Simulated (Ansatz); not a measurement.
The system is Al2O3.

```xyz
10
Lattice="4.6138 0.0000 0.0000 0.0000 9.5633 0.0000 0.0000 0.0000 3.1199" Properties=species:S:1:pos:R:3 pbc="T T T"
Al    4.5352    7.8856    0.0000
Al    0.0785    1.6777    0.0000
Al    2.2283    6.4593    1.5599
Al    2.3854    3.1040    1.5599
O     2.3069    4.7816    1.5599
O     0.5704    7.2016    1.5599
O     1.7365    2.4200    0.0000
O     2.8773    7.1433    0.0000
O     0.0000    0.0000    0.0000
O     4.0434    2.3617    1.5599
```

Measurements of this composition are mostly on another form, of space group No. 167.

```yaml
Program: Ansatz 0.2.0
Task: relaxation of cell and atoms
Functional: PBEsol
Dispersion: D3(BJ)
Potentials_or_basis: Ansatz PAW
Cutoff: "420 eV (not typed: the program's choice for these potentials)"
k_mesh: 6 × 3 × 9
Occupations: fermi-dirac, width 0.05 eV
Spin: no spin polarisation
```

At the start: volume 13.77 Å³/atom.

Problem. How do energy, volume and symmetry change on relaxing?

Solution. It ends after 15 steps and the volume is 12.88 Å³/atom (-6.4 %); space group Pnnm (No. 58, to 0.05 Å).

The path:
| step | energy change (eV) | largest force (eV/Å) | volume (Å³) |
| --- | --- | --- | --- |
| 1 | 0.0000 | 0.1733 | 137.66 |
| 2 | -0.0866 | 0.1148 | 136.15 |
| 3 | -0.1559 | 0.0852 | 134.63 |
| 4 | -0.1720 | 0.0546 | 134.87 |
| 5 | -0.1921 | 0.1742 | 136.26 |
| 6 | -0.2047 | 0.2275 | 135.99 |
| 7 | -0.2383 | 0.0452 | 133.51 |
| 8 | -0.2534 | 0.1068 | 131.41 |
| 9 | -0.2594 | 0.0280 | 130.42 |
| 10 | -0.2609 | 0.0112 | 130.07 |
| 11 | -0.2612 | 0.0005 | 130.00 |
| 12 | -0.2428 | 0.0009 | 130.00 |
| 13 | -0.2481 | 0.0092 | 128.80 |
| 14 | -0.2481 | 0.0020 | 128.81 |
| 15 | -0.2441 | 0.0019 | 128.81 |

Final structure:
```cif
data_structure
_symmetry_space_group_name_H-M 'P 1'
_symmetry_Int_Tables_number 1
_cell_length_a 4.5099
_cell_length_b 9.5430
_cell_length_c 2.9929
_cell_angle_alpha 90.000
_cell_angle_beta 90.000
_cell_angle_gamma 90.000
_cell_volume 128.81
loop_
_atom_site_label
_atom_site_type_symbol
_atom_site_fract_x
_atom_site_fract_y
_atom_site_fract_z
_atom_site_occupancy
Al1 Al 0.12371 0.83449 0.00000 1
Al2 Al 0.87629 0.16551 0.00000 1
Al3 Al 0.62371 0.66551 0.50000 1
Al4 Al 0.37629 0.33449 0.50000 1
O1 O 0.50000 0.50000 0.50000 1
O2 O 0.31868 0.78786 0.50000 1
O3 O 0.18132 0.28786 0.00000 1
O4 O 0.81868 0.71214 0.00000 1
O5 O 0.00000 0.00000 0.00000 1
O6 O 0.68132 0.21214 0.50000 1
```

Caveat: the plane-wave basis is chosen anew once the cell has moved, so the energies of steps on either side of that aren't comparable; the pressure holds a Pulay correction of +0.6 GPa for the finite cutoff; the PAW data sets come from PBE, with cores solved anew for the run's functional, which leaves a small shift of forces and pressure.
